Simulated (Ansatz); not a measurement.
# Which site? a vacancy of Si in amorphous Si (100 atoms), part 2 of 3

At which site of amorphous Si (100 atoms) does a vacancy of Si cost least, and what about the site decides it?

Ansatz 0.2.0; Kohn-Sham DFT, PBEsol, PAW (set soft_1), plane waves.

The cell: 100 Si. The quench rate of 500 K/ps is many orders above laboratory rates. The network of bonds at the start is that of the classical potential that made the cell. The Brillouin zone is sampled at Γ only, in a cell whose shortest periodic width is 13 Å.

So far. Step 2 (Single point at the start): The r.m.s. force at the start is 0.68 eV/Å. Step 3 (Relaxation): The relaxation converged after 25 steps, 12.6 eV below its start, with a largest force component of 0.032 eV/Å.

### 4. Single point at the relaxed geometry

One more single point at the end of the walk gives the fuller output and checks the residual forces.

The input, input.yaml:

```yaml
crystal:
  lattice:
    - [12.7275, 0.0, 0.0]
    - [0.0, 12.7275, 0.0]
    - [0.0, 0.0, 12.7275]
  atoms:
    - { symbol: Si, position: [0.65428, 0.37276, 0.6223] }
    - { symbol: Si, position: [0.6895, 0.1091, 0.74222] }
    - { symbol: Si, position: [0.14005, 0.65323, 0.2991] }
    - { symbol: Si, position: [0.17741, 0.34765, 0.3969] }
    - { symbol: Si, position: [0.76385, 0.6543, 0.9491] }
    - { symbol: Si, position: [0.06401, 0.31931, 0.71628] }
    [... 88 atom lines left out ...]
    - { symbol: Si, position: [0.50489, 0.49215, 0.82913] }
    - { symbol: Si, position: [0.74968, 0.0492, 0.57364] }
    - { symbol: Si, position: [0.79922, 0.09277, 0.89252] }
    - { symbol: Si, position: [0.64317, 0.86364, 0.90621] }
    - { symbol: Si, position: [0.45184, 0.96278, 0.32352] }
    - { symbol: Si, position: [0.08919, 0.11972, 0.0873] }
kpoints:
  mp_grid: { grid: [1, 1, 1] }
hamiltonian:
  xc: pbesol
  pseudopotentials: { kind: paw, azcp: { folder: soft_1 }, xc_functional: pbe }
scf:
  occupations: { method: fermi_dirac, width: 0.05 }
output:
  forces: true
  stress: true
  populations: true
  dos:
    method: { smearing: { sigma: 0.1 } }
    de: 0.1
    projected: { site_lists: { Si: [Si] } }
  eigenvalues: true
  write_density: true
  write_potential: true
  volumetric_format: npy
```

Launch:

```sh
$ ansatz run input.yaml --threads 4 --pin off --max-ram 8192MiB --backend cpu --events-out ev --progress --plain --runs-dir out
```

Numbers of over 12 decimals in the logs are rounded to 6 here.

Output:

```text
[...]
Crystal: 100 atoms, lattice volume = 2061.718 Å³
Basis set: ecut = 420 eV, 40339 PW (Γ), exchange–correlation on 180×180×180 points (8 copies of the dense FFT grid, shifted against one another)
Bands: 300, of which v1, the nominal top of the filled ones, is band 200 counted from 1 (199 counted from 0)
Symmetry: 1 space group operations
[...]
k-points: 1
[...]
SCF iter   1: F=—  HF=-62136.374652 eV  |F-HF|=—  |Δ(HF+E_count)|=         —  Δρ=4.17e-2  dr2=4.17e1  ethr=3.10e-3  ⟨swp⟩=8.0  Hψ=1658  notcnv=0  defer=31
[...]
SCF iter  11: F=-62124.770051 eV  HF=-62124.770051 eV  |F-HF|=4.91e-8  |Δ(HF+E_count)|=   5.67e-7  Δρ=8.72e-7  dr2=6.02e-8  ethr=2.50e-11  ⟨swp⟩=25.0  Hψ=3268  notcnv=0
SCF 1 converged in 11 iterations: F = -62124.770051 eV  dr2 = 6.02e-8
[...]
SCF converged after 11 iterations
Free energy (F): -62124.770051 eV
[...]
Internal energy: -62124.633976 eV  (E = F + TS)
E sigma→0 (E₀):  -62124.702014 eV
Entropy (-TS):   -0.136075 eV (-1.361 meV/atom)
Fermi energy:    6.040822 eV
[...]
--- Forces (eV/Å), atoms counted from 1 ---
  atom   1  Si     0.00555481     0.00072418     0.00058097
  atom   2  Si     0.00332037    -0.00003052     0.00177928
  atom   3  Si    -0.00234788     0.00207016    -0.00821249
  atom   4  Si     0.00591232     0.00438096    -0.00292553
  atom   5  Si    -0.00212235    -0.00110862     0.00040185
  atom   6  Si     0.00190388    -0.00018105    -0.00000443
  atom   7  Si     0.00192189    -0.00197613     0.00470921
  atom   8  Si    -0.00326999    -0.00773852     0.00336210
  atom   9  Si    -0.00214974     0.00440390    -0.00334870
  atom  10  Si    -0.00076994     0.00205829     0.00471077
  atom  11  Si    -0.00602057    -0.00565384    -0.00191349
  atom  12  Si    -0.00252637    -0.00024787    -0.00198298
  atom  13  Si     0.00424706     0.00045199     0.00038385
  atom  14  Si    -0.00328522    -0.00303100    -0.00445269
[...]
atom  99  Si    -0.00144396     0.00194453    -0.00684096
  atom 100  Si    -0.00067583    -0.00527938    -0.00105416
  max |Σ_I F_I| component: 2.09e-5 eV/Å
--- Stress (GPa, compression-positive) ---
       -1.077704       0.620925       0.443173
        0.620925      -1.710013      -0.233394
        0.443173      -0.233395      -0.770114
  P = ⅓ Tr σ = -1.1859 GPa (-11.859 kbar)
--- Band table (eV) ---
[...]
--- Löwdin populations: 100 sites ---
  site symbol       q [e]
     0     Si      3.9378
     1     Si      3.9833
     2     Si      3.9607
[...]
99     Si      3.9194
  spilling = 0.012091 (of n_electrons = 400.000000)
```

Elapsed: 32 s, on 4 threads of Arm Neoverse V1, shared host; peak memory 2 GiB; 2 min of CPU time.

Read from the output:

- free energy: -62124.7701 eV
- free energy per atom: -621.2477 eV/atom
- SCF cycles: 11
- pressure: -1.186 GPa
- r.m.s. force component: 0.00514 eV/Å
- longest force: 0.03254 eV/Å
- Fermi energy: 6.041 eV
- levels partly filled by over 2 per cent: 3
- spilling of the projection: 0.01209

### 5. Vacancy of Si, site Si93

The site has 3 bonded neighbours (Si3) at 2.43 Å on average, by cutoffs that count no bonds between two metal atoms or like ions. The change is made in the relaxed cell and the atoms are relaxed again.

input.yaml, the sections that differ from step 4:

```yaml
crystal:
  lattice:
    - [12.7275, 0.0, 0.0]
    - [0.0, 12.7275, 0.0]
    - [0.0, 0.0, 12.7275]
  atoms:
    [... atom lines 1 to 89 left out ...]
    - { symbol: Si, position: [0.75099, 0.30963, 0.22225] }
    - { symbol: Si, position: [0.44923, 0.66711, 0.02646] }
    - { symbol: Si, position: [0.82035, 0.87427, 0.41457] }
    - { symbol: Si, position: [0.23968, 0.51684, 0.83096] }
    - { symbol: Si, position: [0.50489, 0.49215, 0.82913] }
    - { symbol: Si, position: [0.74968, 0.0492, 0.57364] }
    - { symbol: Si, position: [0.79922, 0.09277, 0.89252] }
    [... atom lines 97 to 99 left out ...]
output:
  forces: true
  eigenvalues: true
relax:
  f_tol: 0.05
  max_steps: 90
# kpoints, hamiltonian, scf: as in step 4
```

Output:

```text
[...]
Crystal: 99 atoms, lattice volume = 2061.718 Å³
Basis set: ecut = 420 eV, 40339 PW (Γ), exchange–correlation on 180×180×180 points (8 copies of the dense FFT grid, shifted against one another)
Bands: 297, of which v1, the nominal top of the filled ones, is band 198 counted from 1 (197 counted from 0)
Symmetry: 1 space group operations
[...]
k-points: 1
[...]
SCF iter   1: F=—  HF=-61513.008154 eV  |F-HF|=—  |Δ(HF+E_count)|=         —  Δρ=4.14e-2  dr2=4.20e1  ethr=3.10e-3  ⟨swp⟩=7.0  Hψ=1544  notcnv=0  defer=57
[...]
SCF iter   9: F=-61501.407016 eV  HF=-61501.407014 eV  |F-HF|=2.33e-6  |Δ(HF+E_count)|=   5.15e-5  Δρ=6.77e-6  dr2=4.00e-6  ethr=7.56e-9  ⟨swp⟩=17.0  Hψ=2059  notcnv=0
SCF 1 converged in 9 iterations: F = -61501.407016 eV  dr2 = 4.00e-6
[...]
relax step   1: F+E_penalty+E_count = -61501.40701641 eV  Δ(F+E_penalty+E_count) = +0.000e0 eV  max|allowed force component| = 5.931e-1 eV/Å  Δτ_max = 0.0000 Å  (9 SCF iters, dr2 threshold 6.25e-5 eV, accepted)
[...]
relax step   2: F+E_penalty+E_count = -61501.76882428 eV  Δ(F+E_penalty+E_count) = -3.618e-1 eV  max|allowed force component| = 2.660e-1 eV/Å  Δτ_max = 0.1661 Å  (6 SCF iters, dr2 threshold 2.20e-5 eV, accepted)
[...]
relax step   3: F+E_penalty+E_count = -61501.88554553 eV  Δ(F+E_penalty+E_count) = -1.167e-1 eV  max|allowed force component| = 1.231e-1 eV/Å  Δτ_max = 0.1580 Å  (6 SCF iters, dr2 threshold 4.42e-6 eV, accepted)
relax step   4: F+E_penalty+E_count = -61501.90641247 eV  Δ(F+E_penalty+E_count) = -2.087e-2 eV  max|allowed force component| = 7.084e-2 eV/Å  Δτ_max = 0.0330 Å  (6 SCF iters, dr2 threshold 3.05e-6 eV, accepted)
[...]
relax step   5: F+E_penalty+E_count = -61501.91580930 eV  Δ(F+E_penalty+E_count) = -9.397e-3 eV  max|allowed force component| = 3.534e-2 eV/Å  Δτ_max = 0.0402 Å  (7 SCF iters, accepted)
SCF converged after 7 iterations
Free energy (F): -61501.915809 eV
[...]
Internal energy: -61501.819927 eV  (E = F + TS)
E sigma→0 (E₀):  -61501.867868 eV
Entropy (-TS):   -0.095883 eV (-0.969 meV/atom)
Fermi energy:    5.888307 eV
[...]
--- Forces (eV/Å), atoms counted from 1 ---
  atom   1  Si     0.00008640     0.00124177     0.00098487
  atom   2  Si    -0.00068902     0.00144091     0.01168363
  atom   3  Si    -0.01723314    -0.01551408    -0.00291335
  atom   4  Si     0.00122720     0.00702971     0.00508612
  atom   5  Si     0.00244980     0.00256574     0.00157131
  atom   6  Si    -0.00621266    -0.00285449     0.00470419
  atom   7  Si    -0.00560667    -0.00124865    -0.00628472
  atom   8  Si     0.00174010     0.00527188    -0.00962231
  atom   9  Si     0.00289162    -0.00492560    -0.00510684
  atom  10  Si     0.00006033     0.00166843    -0.03096549
  atom  11  Si    -0.00512351    -0.01538941    -0.00293438
  atom  12  Si    -0.00008214     0.00332101    -0.00368061
  atom  13  Si    -0.00205001    -0.00953431     0.00230232
  atom  14  Si    -0.00251644    -0.00091547    -0.00111230
[...]
atom  98  Si     0.01054730     0.00418419    -0.01122966
  atom  99  Si     0.00294940    -0.00388235    -0.00677493
  max |Σ_I F_I| component: 3.41e-5 eV/Å
--- Band table (eV) ---
[...]
--- Relaxed structure (5 steps of the walk, 5 accepted, 0 SCFs on fresh bases) ---
  F+E_penalty+E_count = -61501.91580930 eV   max|allowed force component| = 3.534e-2 eV/Å
  atoms:
    - { symbol: Si, position: [0.653791, 0.372488, 0.623563] }
    - { symbol: Si, position: [0.694311, 0.105599, 0.742856] }
    - { symbol: Si, position: [0.144086, 0.638982, 0.320522] }
    - { symbol: Si, position: [0.178314, 0.348902, 0.392365] }
[...]
- { symbol: Si, position: [0.090214, 0.115421, 0.094089] }
```

Run time: 94 s. Hardware: 4 threads; peak memory 2 GiB.

The relaxation converged after 5 steps, 0.509 eV below its start, with a largest force component of 0.035 eV/Å.

The surroundings of the place of the removed atom, after relaxation: 15 atoms, nearest first, with positions taken from that point. Atoms keep their numbers of the cell before the removal, where the removed atom was number 93.

```csv
atom,x,y,z,distance (Å),bonds
Si24,1.49,-0.37,1.43,2.10,3
Si3,0.97,-1.20,-1.76,2.34,3
Si21,1.06,2.21,0.01,2.45,3
Si38,-0.03,2.57,-2.04,3.28,4
Si22,0.03,0.00,3.40,3.40,4
Si87,-2.31,0.23,2.61,3.49,5
Si72,-2.09,2.45,1.38,3.50,4
Si32,-2.79,-1.98,-0.91,3.54,4
Si41,-3.61,-0.20,0.48,3.65,4
Si70,3.24,1.60,-0.67,3.68,4
Si81,-0.35,-0.48,-3.64,3.69,4
Si18,-1.51,-3.40,0.53,3.75,4
Si80,2.98,-0.02,-2.35,3.80,4
Si92,-3.26,1.89,-0.57,3.81,4
Si79,-2.21,1.71,-2.69,3.88,5
```

The column of bonds counts only the pairs Si-Si within 2.83 Å; other neighbours, such as metal atoms beside each other in a compound, aren't counted, and periodic images can show an atom twice.

The largest move is 0.37 Å, by Si24.

### 6. Vacancy of Si, site Si56

The site has 5 bonded neighbours (Si5) at 2.59 Å on average. 

Input and log are left out; they have the form of those shown for this kind of step.

Run time: 2.4 min. Hardware: 4 threads of Arm Neoverse V1, shared host; peak memory 2 GiB; 9.3 min of CPU time.

The relaxation converged after 8 steps, 0.865 eV below its start, with a largest force component of 0.035 eV/Å.

### 7. Vacancy of Si, site Si89

The site has 4 bonded neighbours (Si4) at 2.35 Å on average. 

input.yaml, the sections that differ from step 5:

```yaml
crystal:
  lattice:
    - [12.7275, 0.0, 0.0]
    - [0.0, 12.7275, 0.0]
    - [0.0, 0.0, 12.7275]
  atoms:
    [... atom lines 1 to 85 left out ...]
    - { symbol: Si, position: [0.80892, 0.79739, 0.83281] }
    - { symbol: Si, position: [0.89006, 0.75, 0.66326] }
    - { symbol: Si, position: [0.07254, 0.59135, 0.85538] }
    - { symbol: Si, position: [0.75099, 0.30963, 0.22225] }
    - { symbol: Si, position: [0.44923, 0.66711, 0.02646] }
    - { symbol: Si, position: [0.82035, 0.87427, 0.41457] }
    - { symbol: Si, position: [0.06772, 0.73308, 0.459] }
    [... atom lines 93 to 99 left out ...]
# kpoints, hamiltonian, scf, output, relax: as in step 5
```

Output:

```text
[...]
Crystal: 99 atoms, lattice volume = 2061.718 Å³
Basis set: ecut = 420 eV, 40339 PW (Γ), exchange–correlation on 180×180×180 points (8 copies of the dense FFT grid, shifted against one another)
Bands: 297, of which v1, the nominal top of the filled ones, is band 198 counted from 1 (197 counted from 0)
Symmetry: 1 space group operations
[...]
k-points: 1
[...]
SCF iter   1: F=—  HF=-61512.272372 eV  |F-HF|=—  |Δ(HF+E_count)|=         —  Δρ=4.13e-2  dr2=4.34e1  ethr=3.10e-3  ⟨swp⟩=7.0  Hψ=1567  notcnv=0  defer=30
[...]
SCF iter   9: F=—  HF=-61500.554258 eV  |F-HF|=—  |Δ(HF+E_count)|=   1.37e-4  Δρ=1.28e-5  dr2=1.68e-5  ethr=1.58e-8  ⟨swp⟩=18.0  Hψ=2057  notcnv=0
SCF iter  10: F=-61500.554273 eV  HF=-61500.554272 eV  |F-HF|=1.30e-6  |Δ(HF+E_count)|=   1.33e-5  Δρ=5.08e-6  dr2=2.67e-6  ethr=4.23e-9  ⟨swp⟩=5.0  Hψ=1100  notcnv=0
SCF 1 converged in 10 iterations: F = -61500.554273 eV  dr2 = 2.67e-6
[...]
relax step   1: F+E_penalty+E_count = -61500.55427285 eV  Δ(F+E_penalty+E_count) = +0.000e0 eV  max|allowed force component| = 6.464e-1 eV/Å  Δτ_max = 0.0000 Å  (10 SCF iters, dr2 threshold 6.25e-5 eV, accepted)
[...]
relax step   2: F+E_penalty+E_count = -61501.01498412 eV  Δ(F+E_penalty+E_count) = -4.607e-1 eV  max|allowed force component| = 5.522e-1 eV/Å  Δτ_max = 0.1947 Å  (6 SCF iters, dr2 threshold 2.61e-5 eV, accepted)
[...]
relax step   3: F+E_penalty+E_count = -61501.34386233 eV  Δ(F+E_penalty+E_count) = -3.289e-1 eV  max|allowed force component| = 6.322e-1 eV/Å  Δτ_max = 0.1935 Å  (6 SCF iters, dr2 threshold 1.91e-5 eV, accepted)
relax step   4: F+E_penalty+E_count = -61501.61698755 eV  Δ(F+E_penalty+E_count) = -2.731e-1 eV  max|allowed force component| = 5.703e-1 eV/Å  Δτ_max = 0.1947 Å  (6 SCF iters, dr2 threshold 1.00e-4 eV, accepted)
relax step   5: F+E_penalty+E_count = -61501.75745735 eV  Δ(F+E_penalty+E_count) = -1.405e-1 eV  max|allowed force component| = 3.418e-1 eV/Å  Δτ_max = 0.1985 Å  (5 SCF iters, dr2 threshold 1.00e-4 eV, accepted)
relax step   6: F+E_penalty+E_count = -61501.81199893 eV  Δ(F+E_penalty+E_count) = -5.454e-2 eV  max|allowed force component| = 8.192e-2 eV/Å  Δτ_max = 0.1035 Å  (6 SCF iters, dr2 threshold 4.20e-5 eV, accepted)
relax step   7: F+E_penalty+E_count = -61501.83626037 eV  Δ(F+E_penalty+E_count) = -2.426e-2 eV  max|allowed force component| = 9.170e-2 eV/Å  Δτ_max = 0.0520 Å  (9 SCF iters, accepted)
relax step   8: F+E_penalty+E_count = -61501.85968862 eV  Δ(F+E_penalty+E_count) = -2.343e-2 eV  max|allowed force component| = 7.314e-2 eV/Å  Δτ_max = 0.0845 Å  (10 SCF iters, accepted)
relax step   9: F+E_penalty+E_count = -61501.87389254 eV  Δ(F+E_penalty+E_count) = -1.420e-2 eV  max|allowed force component| = 1.309e-1 eV/Å  Δτ_max = 0.1405 Å  (8 SCF iters, dr2 threshold 3.40e-6 eV, accepted)
relax step  10: F+E_penalty+E_count = -61501.88728247 eV  Δ(F+E_penalty+E_count) = -1.339e-2 eV  max|allowed force component| = 3.403e-2 eV/Å  Δτ_max = 0.0319 Å  (5 SCF iters, dr2 threshold 1.09e-5 eV, accepted)
[...]
relax step  11: F+E_penalty+E_count = -61501.88728410 eV  Δ(F+E_penalty+E_count) = -1.626e-6 eV  max|allowed force component| = 3.405e-2 eV/Å  Δτ_max = 0.0000 Å  (4 SCF iters, accepted)
SCF converged after 4 iterations
Free energy (F): -61501.887284 eV
[...]
Internal energy: -61501.842160 eV  (E = F + TS)
E sigma→0 (E₀):  -61501.864722 eV
Entropy (-TS):   -0.045124 eV (-0.456 meV/atom)
Fermi energy:    5.897231 eV
[...]
Σ components = -61501.887284   (vs F -61501.887284, Δ=0.00e0)
--- Forces (eV/Å), atoms counted from 1 ---
  atom   1  Si    -0.01851448    -0.01001648    -0.00458827
  atom   2  Si     0.00751076     0.00830035    -0.00905628
  atom   3  Si    -0.00191492     0.00220364     0.00090877
  atom   4  Si     0.00474813     0.00433933     0.00520088
[...]
atom  99  Si    -0.01183145    -0.00430756     0.00199801
  max |Σ_I F_I| component: 3.98e-5 eV/Å
--- Band table (eV) ---
[...]
--- Relaxed structure (11 steps of the walk, 11 accepted, 0 SCFs on fresh bases) ---
  F+E_penalty+E_count = -61501.88728410 eV   max|allowed force component| = 3.405e-2 eV/Å
  atoms:
    - { symbol: Si, position: [0.643073, 0.355847, 0.597660] }
    - { symbol: Si, position: [0.688022, 0.104558, 0.743709] }
    - { symbol: Si, position: [0.147588, 0.658067, 0.301258] }
    - { symbol: Si, position: [0.176015, 0.356080, 0.406798] }
[...]
- { symbol: Si, position: [0.091870, 0.121726, 0.086684] }
```

Elapsed: 3.4 min, on 4 threads; peak memory 2.1 GiB; 13 min of CPU time.

The relaxation converged after 11 steps, 1.33 eV below its start, with a largest force component of 0.034 eV/Å.

### 8. Vacancy of Si, site Si46

The site has 4 bonded neighbours (Si4) at 2.39 Å on average. 

Input and log are left out; they have the form of those shown for this kind of step.

It took 3.3 min on 4 threads of Arm Neoverse V1, shared host; peak memory 2.1 GiB; 13 min of CPU time.

The relaxation converged after 11 steps, 1.96 eV below its start, with a largest force component of 0.040 eV/Å.

The surroundings of the place of the removed atom, after relaxation: 12 atoms, nearest first, with positions taken from that point. Atoms keep their numbers of the cell before the removal, where the removed atom was number 46.

```csv
atom,x,y,z,distance (Å),bonds
Si100,0.63,-0.84,0.77,1.30,5
Si84,0.88,-1.22,-1.75,2.30,4
Si74,1.28,1.60,1.09,2.32,4
Si56,-1.68,-1.57,0.57,2.37,4
Si66,3.01,1.45,-0.61,3.40,4
Si63,-0.03,-1.79,2.94,3.45,4
Si6,0.40,0.50,-3.47,3.53,4
Si9,0.02,3.58,0.46,3.61,4
Si17,3.17,-0.73,-1.60,3.62,5
Si27,-0.92,2.29,-2.66,3.63,4
Si31,2.82,-2.34,0.47,3.69,4
Si12,-2.96,1.44,-1.72,3.72,4
```

The column of bonds counts only the pairs Si-Si within 2.83 Å; other neighbours, such as metal atoms beside each other in a compound, aren't counted, and periodic images can show an atom twice.

The largest move is 1.13 Å, by Si100.

[end of part 2 of 3]

[Logs are printed without paths, hosts, clocks, repeated set-up lines and the standing remarks that a program may print on its own settings, such as how far it seeks lower states.]

[Hosts, paths, dates, database ids (printed as entryN), source tags and the programs' standing remarks are cut or masked in the printed files.]
